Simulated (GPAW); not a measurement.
# Ti2O: band structure with LDA

Crystal: Ti2O.

```xyz
3
Lattice="2.9194 0.0000 0.0000 -1.4597 2.5283 0.0000 0.0000 0.0000 4.7130" Properties=species:S:1:pos:R:3 pbc="T T T"
Ti    0.0000    1.6855    3.3993
Ti    1.4597    0.8428    1.3137
O     0.0000    0.0000    0.0000
```

| Quantity | Value |
| --- | --- |
| Program | GPAW 26.7.0 |
| Task | band structure |
| Functional | LDA |
| Potentials or basis | the program's PAW data sets (release 1.2.1) made for this functional |
| Cutoff | 800 eV |
| Basis | pw |
| k mesh | 8 × 8 × 5 |
| Occupations | fermi-dirac, width 0.05 eV |
| Spin | no spin polarisation |
| Maxiter | 150 |
| Band path | GMKGALHA,LM,KH |
| Band points | 80 |

```json
{
 "Pressure": "-1.0 GPa",
 "Largest force": "1.416 eV/Å",
 "Band gap along the path": "none (metal or under the smearing width)"
}
```

Forces on the atoms (eV/Å):
```
Ti   0.000  0.000  1.416
Ti   0.000  0.000 -1.416
O    0.000  0.000  0.000
```

Stress tensor (GPa, compression positive):
```
-2.41  0.00  0.00
 0.00 -2.41  0.00
 0.00  0.00  1.79
```

Levels at the corners of the path, in eV from the Fermi level:
```
point  band 13  band 14  band 15  band 16  band 17  band 18
    Γ    -3.64    -0.44     0.32     0.40     0.40     0.89
    M    -2.87    -1.37    -0.45     1.21     1.65     2.97
    K    -2.01    -1.24    -1.24     1.50     1.50     2.04
    Γ    -3.64    -0.44     0.32     0.40     0.40     0.89
    A    -2.03    -1.54     0.04     0.04     1.40     1.94
    L    -1.62    -1.41    -0.64    -0.44     0.76     2.92
    H    -1.65    -0.83    -0.83     1.39     1.39     1.63
    A    -2.03    -1.54     0.04     0.04     1.40     1.94
    L    -1.62    -1.41    -0.64    -0.44     0.76     2.92
    M    -2.87    -1.37    -0.45     1.21     1.65     2.97
    K    -2.01    -1.24    -1.24     1.50     1.50     2.04
    H    -1.65    -0.83    -0.83     1.39     1.39     1.63
```

Run time: 60 s on 1 thread of Arm Neoverse V2, with other jobs on the host, peak memory 0.36 GiB.

Caveat: semilocal functionals often make such compounds metallic where correlation or magnetic order opens a gap, which also shifts bond lengths; forces of over 1 eV/Å show positions far from the minimum, so gaps and moduli don't describe the material at rest.
